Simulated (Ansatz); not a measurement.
WSe₂ (P-3m1)

Computed with DFT r2SCAN, scalar-relativistic, plane waves, PAW in Ansatz.

Settings: cutoff 500 eV, Γ-centred mesh 12×12×2 on the computed 6-atom cell, Gaussian smearing of 0.02 eV; no spin polarisation.

The structure is relaxed at this level of theory with its symmetry kept. This form isn't the usual stable structure of the compound.

```cif
data_structure
_symmetry_space_group_name_H-M 'P-3m1'
_symmetry_Int_Tables_number 164
_cell_length_a 3.3147
_cell_length_b 3.3147
_cell_length_c 24.0818
_cell_angle_alpha 90.000
_cell_angle_beta 90.000
_cell_angle_gamma 120.000
_cell_volume 229.15
loop_
_atom_site_label
_atom_site_type_symbol
_atom_site_symmetry_multiplicity
_atom_site_Wyckoff_symbol
_atom_site_fract_x
_atom_site_fract_y
_atom_site_fract_z
_atom_site_occupancy
W1 W 2 d 0.66667 0.33333 0.14239 1
Se1 Se 2 d 0.33333 0.66667 0.21135 1
Se2 Se 2 d 0.66667 0.33333 0.92662 1
```

```json
{
 "Space group": "P-3m1 (No. 164)",
 "Volume per atom": "38.19 Å³",
 "Formation energy from the elements' standard states (uncorrected)": "-0.604 eV/atom",
 "Generalised Kohn–Sham band gap": "1.60 eV, indirect from Γ to K",
 "Löwdin character of the top 1 eV of the valence band": "W 5d 68 %, Se 4p 27 %",
 "Löwdin character of the lowest 1 eV of the conduction band": "W 5d 66 %, Se 4p 29 %",
 "Electron masses at the edge by Cartesian direction of the standard setting (m_e; degenerate bands sorted by energy; no spin-orbit coupling)": "x: 0.34, 0.31; y: 0.34, 0.30; z: over 30, over 30",
 "Hole masses at the edge by Cartesian direction of the standard setting (m_e; degenerate bands sorted by energy; no spin-orbit coupling)": "x: 1.5; y: 1.5; z: over 30",
 "Bader charges (e)": "W (2 in the cell) 1.18, Se (2 in the cell) -0.59, Se (2 in the cell) -0.59"
}
```

Spin-orbit coupling is left out, which matters for the bands of heavy elements. Each cell of WSe2 holds layers, and where no dispersion correction was added their binding is poorly described.